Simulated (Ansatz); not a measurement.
Consider the ligand exchange at a Zn–C bond: `CC[C](=O)[ZnH]` + `[SH][GaH2]` → `[ZnH][S][GaH2]` + `CCC=O`.

Program: Ansatz. Geometries: PBE0-D4/def2-TZVP. ΔE: electronic, gas phase. CCSD(T)/CBS is the MP2 limit (def2-TZVPP, def2-QZVPP) plus CCSD(T) − MP2 in def2-TZVPP, frozen cores. For Ga, Zn outer-core shells are correlated without core-valence functions, which leaves a few kJ/mol of doubt a bond. Scalar relativity is left out up to krypton. One conformer a species, not always the lowest.

| level | ΔE (kcal/mol) |
| --- | --- |
| CCSD/def2-TZVPP | -31.4 |
| CCSD/CBS(def2) | -32.8 |

Task: What does CCSD(T)/CBS give? (Best estimate.)

Result: The calculation gave: -32.2 kcal/mol. The listed levels differ from it by 0.8, -0.6 kcal/mol.

Largest T1 diagnostic among the species: 0.016.

From PBE to PBE0 (25 % exact exchange), in def2-TZVPP and without D4, ΔE moves by −2.9 kcal/mol. In def2-TZVPP, CCSD(T) changes the Hartree–Fock value by +5.1 kcal/mol (the triples alone add +0.6 kcal/mol) and MP2 by +3.7 kcal/mol.

CCSD(T)/CBS has its own doubt, a few kJ/mol and more with outer-core shells, so smaller differences from it don't rank the levels.
